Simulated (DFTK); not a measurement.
Ti:

```
CELL_PARAMETERS angstrom
0.00000 2.03000 2.03000
2.03000 0.00000 2.03000
2.03000 2.03000 0.00000
ATOMIC_POSITIONS crystal
Ti 0.00000 0.00000 0.00000
```

This isn't the form of Ti at room conditions, which is hcp.

| Property | Result |
| --- | --- |
| Program | DFTK 0.8.2 |
| Task | single point |
| Functional | PBE |
| Potentials or basis | dojo.nc.sr.pbe.v0_4_1.standard.upf (PBE) |
| Cutoff | 1143 eV |
| k mesh | 11 × 11 × 11 |
| Occupations | fermi-dirac, width 0.05 eV |
| Spin | no spin polarisation |

On this cell: pressure 4.3 GPa; band gap on the k mesh none (metal or under the smearing width).

The same run follows on a disturbed copy (cell strained at random at fixed volume):

```
CELL_PARAMETERS angstrom
0.02177 1.99869 2.03132
2.00646 0.00299 2.05009
2.03951 2.05051 -0.03005
ATOMIC_POSITIONS crystal
Ti 0.98433 0.00381 0.00663
```

**Question.** What changes?

**Answer.** The energy (extrapolated to zero smearing) moves by +5.9 meV/atom; pressure 4.4 GPa; band gap on the k mesh none (metal or under the smearing width).

Stress tensor (GPa, compression positive):
```
 4.92 -1.87  0.20
-1.87  4.67  1.54
 0.20  1.54  3.49
```
